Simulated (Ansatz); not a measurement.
## Band table of TaN (CsCl type)

```yaml
crystal:
  lattice:
    - [2.63584, 0.00000, 0.00000]
    - [0.00000, 2.63584, 0.00000]
    - [0.00000, 0.00000, 2.63584]
  atoms:
    - { symbol: Ta, position: [0.00000, 0.00000, 0.00000] }
    - { symbol: N, position: [0.50000, 0.50000, 0.50000] }
```

The cell comes from a relaxation on PAW files under the same functional, begun from a prototype that needn't be the stable phase.

Computed with Ansatz 0.2.0; functional PBE, scalar-relativistic. Settings: a Γ-centred 15×15×15 k mesh, Fermi–Dirac smearing of 0.05 eV, no spin polarisation. Methods: LAPW: all electrons, basis error target 1 meV/atom.

This run: volume at 0.88 of the series' base cell.

Spin–orbit coupling is left out, which matters for the heavy atoms.

Path points, in fractions of the reciprocal vectors: Γ (0.000, 0.000, 0.000), X (0.000, 0.500, 0.000), M (0.500, 0.500, 0.000), R (0.500, 0.500, 0.500). The distance column jumps between branches of the path. Levels in eV from the Fermi level; bands 14 to 28, counted from the lowest band of the run. The gap is zero, the pressure 52.6 GPa.

```
# k(1/Å) point b14 b15 b16 b17 b18 b19 b20 b21 b22 b23 b24 b25 b26 b27 b28
0.000 Γ -20.77 -20.77 -20.77 -20.75 -20.69 -20.69 -20.69 -19.55 -5.71 -5.71 -3.08 -3.08 -3.08 3.80 4.42
0.149 - -20.77 -20.77 -20.77 -20.76 -20.69 -20.69 -20.69 -19.45 -5.77 -5.66 -3.18 -3.18 -3.08 4.05 4.45
0.298 - -20.77 -20.76 -20.76 -20.76 -20.71 -20.68 -20.68 -19.15 -6.16 -5.53 -3.46 -3.46 -2.80 4.52 4.61
0.447 - -20.78 -20.76 -20.76 -20.76 -20.74 -20.68 -20.68 -18.70 -6.97 -5.32 -3.87 -3.87 -1.95 4.64 4.83
0.596 - -20.79 -20.76 -20.76 -20.75 -20.75 -20.67 -20.67 -18.13 -8.01 -5.07 -4.32 -4.32 -0.61 4.78 5.11
0.745 - -20.79 -20.79 -20.77 -20.75 -20.75 -20.66 -20.66 -17.49 -9.08 -4.79 -4.75 -4.75 1.00 4.92 5.41
0.894 - -20.81 -20.80 -20.77 -20.74 -20.74 -20.65 -20.65 -16.87 -10.05 -5.10 -5.10 -4.53 2.64 5.04 5.68
1.043 - -20.83 -20.80 -20.77 -20.74 -20.74 -20.64 -20.64 -16.37 -10.78 -5.33 -5.33 -4.35 3.90 5.13 5.88
1.192 X -20.83 -20.80 -20.77 -20.74 -20.74 -20.64 -20.64 -16.16 -11.05 -5.41 -5.41 -4.29 4.37 5.16 5.95
1.341 - -20.83 -20.80 -20.77 -20.74 -20.74 -20.65 -20.64 -16.20 -10.92 -5.49 -5.34 -4.16 4.31 4.88 5.63
1.490 - -20.82 -20.80 -20.78 -20.75 -20.73 -20.66 -20.64 -16.32 -10.53 -5.70 -5.14 -3.81 4.18 4.18 4.86
1.639 - -20.82 -20.79 -20.78 -20.75 -20.72 -20.67 -20.64 -16.50 -9.93 -5.96 -4.82 -3.35 3.30 3.96 4.09
1.788 - -20.81 -20.79 -20.77 -20.76 -20.71 -20.69 -20.64 -16.73 -9.21 -6.20 -4.38 -2.99 2.41 3.08 3.59
1.937 - -20.81 -20.80 -20.78 -20.75 -20.70 -20.70 -20.63 -16.97 -8.40 -6.36 -3.85 -2.97 1.65 2.29 2.61
2.086 - -20.80 -20.80 -20.79 -20.74 -20.71 -20.69 -20.63 -17.18 -7.58 -6.45 -3.34 -3.26 1.07 1.67 1.68
2.235 - -20.81 -20.80 -20.80 -20.72 -20.72 -20.69 -20.63 -17.32 -6.85 -6.49 -3.87 -2.72 0.71 0.91 1.29
2.384 M -20.81 -20.80 -20.80 -20.72 -20.72 -20.69 -20.63 -17.37 -6.50 -6.50 -4.17 -2.48 0.58 0.58 1.15
2.594 - -20.80 -20.80 -20.80 -20.72 -20.72 -20.69 -20.63 -17.27 -7.12 -6.47 -3.66 -2.91 0.70 1.30 1.41
2.805 - -20.80 -20.79 -20.79 -20.73 -20.72 -20.70 -20.63 -17.08 -8.05 -6.39 -3.60 -2.97 1.03 2.02 2.78
3.016 - -20.79 -20.78 -20.78 -20.74 -20.72 -20.71 -20.64 -17.04 -8.53 -6.26 -4.07 -2.70 1.56 2.55 2.92
3.227 - -20.78 -20.77 -20.77 -20.74 -20.73 -20.72 -20.66 -17.39 -8.24 -6.12 -4.22 -2.96 0.98 2.23 2.90
3.437 - -20.77 -20.77 -20.77 -20.74 -20.73 -20.71 -20.67 -18.06 -7.28 -5.98 -4.06 -3.57 -0.68 2.98 3.34
3.648 - -20.77 -20.77 -20.76 -20.76 -20.71 -20.70 -20.68 -18.80 -6.14 -5.85 -3.98 -3.69 -1.96 3.70 3.80
3.859 - -20.77 -20.77 -20.77 -20.76 -20.69 -20.69 -20.68 -19.35 -5.75 -5.70 -3.55 -3.27 -2.79 4.03 4.23
4.069 Γ -20.77 -20.77 -20.77 -20.75 -20.69 -20.69 -20.69 -19.55 -5.71 -5.71 -3.08 -3.08 -3.08 3.80 4.42
4.327 - -20.77 -20.77 -20.77 -20.76 -20.69 -20.69 -20.69 -19.25 -5.71 -5.71 -3.98 -2.90 -2.90 4.15 4.29
4.585 - -20.76 -20.76 -20.76 -20.76 -20.70 -20.70 -20.70 -18.48 -5.83 -5.83 -5.44 -2.41 -2.41 4.08 4.08
4.843 - -20.78 -20.76 -20.76 -20.75 -20.72 -20.71 -20.71 -17.59 -6.32 -6.32 -6.24 -1.62 -1.62 4.14 4.25
5.102 - -20.81 -20.75 -20.75 -20.73 -20.73 -20.71 -20.71 -16.92 -7.29 -7.29 -6.07 -0.42 -0.42 2.45 4.92
5.360 - -20.85 -20.73 -20.73 -20.73 -20.72 -20.72 -20.72 -16.46 -8.46 -8.46 -5.97 1.21 1.27 1.27 5.79
5.618 - -20.89 -20.73 -20.73 -20.73 -20.72 -20.72 -20.71 -15.91 -9.50 -9.50 -7.46 2.56 3.38 3.38 6.56
5.876 - -20.92 -20.73 -20.73 -20.73 -20.70 -20.70 -20.70 -15.15 -10.20 -10.20 -9.45 5.27 5.80 5.80 7.11
6.134 R -20.93 -20.73 -20.73 -20.73 -20.70 -20.70 -20.70 -14.65 -10.44 -10.44 -10.44 7.03 7.03 7.03 8.29
6.344 - -20.92 -20.73 -20.73 -20.73 -20.70 -20.70 -20.70 -15.01 -10.31 -10.23 -9.78 5.86 6.06 6.16 6.97
6.555 - -20.90 -20.74 -20.73 -20.72 -20.72 -20.71 -20.70 -15.67 -9.91 -9.65 -8.23 3.52 3.71 4.38 6.82
6.766 - -20.87 -20.75 -20.74 -20.73 -20.72 -20.70 -20.70 -16.20 -9.27 -8.96 -6.36 1.48 1.48 2.71 6.57
6.976 - -20.84 -20.77 -20.76 -20.74 -20.72 -20.69 -20.69 -16.48 -8.68 -8.42 -4.67 -0.47 0.50 1.54 5.97
7.187 - -20.82 -20.78 -20.77 -20.74 -20.73 -20.67 -20.67 -16.53 -9.17 -7.45 -4.02 -2.07 1.02 1.70 5.41
7.398 - -20.82 -20.79 -20.78 -20.74 -20.73 -20.66 -20.66 -16.40 -10.05 -6.47 -4.50 -3.28 2.54 3.25 4.99
7.609 - -20.83 -20.80 -20.77 -20.74 -20.74 -20.65 -20.65 -16.24 -10.78 -5.71 -5.14 -4.03 4.05 4.84 5.05
7.819 X -20.83 -20.80 -20.77 -20.74 -20.74 -20.64 -20.64 -16.16 -11.05 -5.41 -5.41 -4.29 4.37 5.16 5.95
9.505 R -20.93 -20.73 -20.73 -20.73 -20.70 -20.70 -20.70 -14.65 -10.44 -10.44 -10.44 7.03 7.03 7.03 8.29
9.654 - -20.92 -20.73 -20.73 -20.73 -20.70 -20.70 -20.70 -14.85 -10.33 -10.33 -10.13 6.50 6.57 6.57 6.90
9.803 - -20.91 -20.74 -20.74 -20.72 -20.71 -20.71 -20.70 -15.31 -10.01 -10.01 -9.34 4.16 5.63 5.63 6.52
9.952 - -20.90 -20.75 -20.75 -20.71 -20.71 -20.70 -20.70 -15.85 -9.49 -9.49 -8.25 1.90 4.58 4.58 5.90
10.101 - -20.87 -20.76 -20.76 -20.71 -20.71 -20.69 -20.68 -16.36 -8.83 -8.83 -7.00 -0.13 3.51 3.51 5.04
10.250 - -20.85 -20.78 -20.78 -20.72 -20.72 -20.69 -20.66 -16.79 -8.07 -8.07 -5.65 -1.82 2.47 2.47 3.99
10.399 - -20.83 -20.79 -20.79 -20.72 -20.72 -20.69 -20.65 -17.11 -7.32 -7.32 -4.29 -3.10 1.54 1.54 2.82
10.548 - -20.81 -20.80 -20.80 -20.72 -20.72 -20.69 -20.63 -17.30 -6.73 -6.73 -3.90 -3.07 0.85 0.85 1.71
10.697 M -20.81 -20.80 -20.80 -20.72 -20.72 -20.69 -20.63 -17.37 -6.50 -6.50 -4.17 -2.48 0.58 0.58 1.15
```
